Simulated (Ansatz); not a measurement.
Computed with DFT PBE, scalar-relativistic, plane waves, PAW (Ansatz 0.2.0). Settings: cutoff 420 eV, Γ-centred meshes spaced at most about 0.3 Å⁻¹, and about 0.25 Å⁻¹ or finer for metals (2π included), Gaussian smearing. No spin polarisation in the final relaxations.

All energies are static (0 K, no zero-point motion).

Two relaxed structures of Ge:

A.

```
CELL_PARAMETERS angstrom
7.73207 0.00000 0.00000
-3.86603 6.69617 0.00000
0.00000 0.00000 3.61083
ATOMIC_POSITIONS crystal
Ge 0.80967 0.19033 0.50000
Ge 0.80967 0.61933 0.50000
Ge 0.38067 0.19033 0.50000
Ge 0.19033 0.80967 0.50000
Ge 0.19033 0.38067 0.50000
Ge 0.61933 0.80967 0.50000
Ge 0.33333 0.66667 0.00000
Ge 0.66667 0.33333 0.00000
```

B.

```
CELL_PARAMETERS angstrom
6.82131 0.00000 0.00000
0.00000 6.82131 0.00000
0.00000 0.00000 2.70679
ATOMIC_POSITIONS crystal
Ge 0.50000 0.50000 0.00000
Ge 0.00000 0.00000 0.00000
Ge 0.86611 0.63389 0.00000
Ge 0.13389 0.36611 0.00000
Ge 0.63389 0.13389 0.00000
Ge 0.36611 0.86611 0.00000
```

**Question.** Which form is favoured at zero pressure, and by what margin per atom?

**Answer.** B is lower, by 43 meV/atom. A has space group P6/mmm (No. 191), 23.4 Å³/atom and no gap on its mesh; B has space group P4/mbm (No. 127), 21.0 Å³/atom and no gap. Counting all near atoms (those within 1.25 times the shortest such distance or 1.15 times the sum of covalent radii; a slash parts the counts of unlike sites), A has Ge 4/6 and B has Ge 5/6. The denser one is the lower, and pressure would at first widen the difference. In A, Ge on a site of symmetry mm2 is surrounded by 4 Ge at 2.55–2.63 Å; Ge on a site of symmetry -6m2 is surrounded by 6 Ge at 2.63 Å. In B, around Ge on a site of symmetry 4/m lie 6 Ge at 2.66–2.71 Å; Ge on a site of symmetry m2m is surrounded by 5 Ge at 2.58–2.71 Å. Both come from invented guesses. The part of the Crystallography Open Database at hand lists Ge in space groups No. 64, 96, 227; no cell shown has one of them.

Cells relaxed within their symmetry can be saddle points.
